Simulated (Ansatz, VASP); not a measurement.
MgO in VASP and in Ansatz

Contents of INCAR:

```
ALGO = Normal
EDIFF = 1E-7
ENCUT = 520
GGA = PS
ISIF = 2
ISMEAR = 0
LASPH = T
LCHARG = T
LELF = T
LREAL = F
LVHAR = T
LWAVE = F
NBANDS = 16
NELM = 80
PREC = Accurate
SIGMA = 0.05
```

The input KPOINTS:

```
k-points
0
Gamma
  9 9 6
```

POSCAR

```
MgO
1.0
    3.5763691814      0.0000000000      0.0000000000
   -1.7881845907      3.0972265644      0.0000000000
    0.0000000000      0.0000000000      3.9988201221
Mg O
2 2
Direct
    0.6666666667      0.3333333333      0.7500000000
    0.3333333333      0.6666666667      0.2500000000
    0.6666666667      0.3333333333      0.2500000000
    0.3333333333      0.6666666667      0.7500000000
```

Input for Ansatz:

```yaml
crystal:
  lattice:
    - [3.5763691814, 0.0, 0.0]
    - [-1.7881845907, 3.0972265644, 0.0]
    - [0.0, 0.0, 3.9988201221]
  atoms:
    - { symbol: Mg, position: [0.6666666667, 0.3333333333, 0.75] }
    - { symbol: Mg, position: [0.3333333333, 0.6666666667, 0.25] }
    - { symbol: O, position: [0.6666666667, 0.3333333333, 0.25] }
    - { symbol: O, position: [0.3333333333, 0.6666666667, 0.75] }
basis:
  ecutwfc: 520.0
kpoints:
  mp_grid: { grid: [9, 9, 6] }
hamiltonian:
  xc: pbesol
  pseudopotentials: { kind: paw, azcp: { folder: soft_1 } }
scf:
  occupations: { method: gaussian, width: 0.05 }
output:
  forces: true
  stress: true
  eigenvalues: true
```

Change from the starting cell: mode 5 frozen in at +0.000 Å, strain +e along z and -e/2 along x and y -0.0467.

Alike in both runs: task single point; functional PBEsol; k mesh 9 × 9 × 6; occupations gaussian, width 0.05 eV; no spin polarisation.

|  | VASP | Ansatz |
| --- | --- | --- |
| version | VASP 6.6.1 | Ansatz 0.2.0 |
| potentials or method | VASP PAW PBE potentials, release 64 (Mg, O) | scalar-relativistic, plane waves, PAW |
| plane-wave cutoff (eV) | 520 | 520 |
| valence electrons in the cell | 16 | 32 |

VASP gave:

| Property | Result |
| --- | --- |
| gap on the k mesh at the Fermi level (eV) | 3.36 |
| least direct gap on the mesh (eV) | 3.36 |
| pressure (GPa) | 1.7 |
| largest component of the traceless stress (GPa) | 9.72 |

Task: Estimate Ansatz's values.

Result: gap on the k mesh at the Fermi level (eV): 3.37; least direct gap on the mesh (eV): 3.37; pressure (GPa): 2.1; largest component of the traceless stress (GPa): 9.69.

The functional is the same, so the differences come from potentials, cutoffs and numerics. The two sets of potentials don't hold the same shells in valence. Ansatz warned: «pseudo_functional_mismatch».

Caveats: the PAW data sets were made with another functional, which shifts forces and pressure a little (VASP).
